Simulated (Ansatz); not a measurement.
# Cu: checking dH/dP = V

Level of theory: DFT r2SCAN, scalar-relativistic, plane waves, PAW (Ansatz). (500 eV cutoff, 18×18×6 k-mesh, Gaussian smearing of 0.10 eV, no spin polarisation)

The relaxed crystal:

```
CELL_PARAMETERS angstrom
2.52934 0.00000 0.00000
-1.26467 2.19047 0.00000
0.00000 0.00000 8.26394
ATOMIC_POSITIONS crystal
Cu 0.00000 0.00000 0.00000
Cu 0.33333 0.66667 0.25000
Cu 0.00000 0.00000 0.50000
Cu 0.66667 0.33333 0.75000
```

Cell and atoms were relaxed at each target pressure within the start's symmetry (P6_3/mmc), at zero temperature; other phases can be more stable under pressure. H = E + PV with P the target; E is the free energy at the smearing used, whose derivative the pressure is, per atom and counted from zero pressure. The mesh named is that at zero pressure; some other pressures ran on another.

```csv
P (GPa),V (Å³/atom),E − E0 (meV),H − H0 (meV)
0,11.446,0.0,0.0
3,11.244,1.9,212.4
8,10.953,11.8,558.7
15,10.606,36.4,1029.4
30,10.027,116.4,1993.9
60,9.225,334.6,3789.3
```

Question: Thermodynamics gives dH/dP = V along a relaxed path. Integrate V over P by the trapezoid rule and compare with the computed enthalpies.

Answer: With 1 eV/Å³ = 160.22 GPa, each step adds the mean volume times ΔP / 160.22:
```csv
P (GPa),∫V dP (meV),H − H0 (meV),difference (meV)
3,212.4,212.4,0.0
8,558.8,558.7,0.1
15,1029.8,1029.4,0.3
30,1995.6,1993.9,1.7
60,3798.0,3789.3,8.7
```

V(P) curves upward, so the trapezoid rule runs high; integrating a smooth curve through the same points puts that excess at about 7.1 meV at 60 GPa, against the 8.7 meV found.

Question: At 60 GPa, how much of the enthalpy change is stored energy and how much is the PV term?

Answer: E rises by 335 meV/atom and PV is 60 × 9.225 / 160.22 = 3455 meV/atom, so PV makes 91 % of ΔH. So between rival structures at high pressure a small difference in volume can outweigh the difference in energy: 1 % of this volume is worth 34.5 meV/atom at this pressure.

Question: What bulk modulus do the lowest pressures give?

Answer: From the pressures that the runs reached, -2.99 GPa (11.671 Å³) and 3.03 GPa (11.244 Å³), B = −ΔP/Δln V = 6.02 / 0.0373 = 162 GPa, a mean over that range.

This form isn't the element's structure at ambient conditions.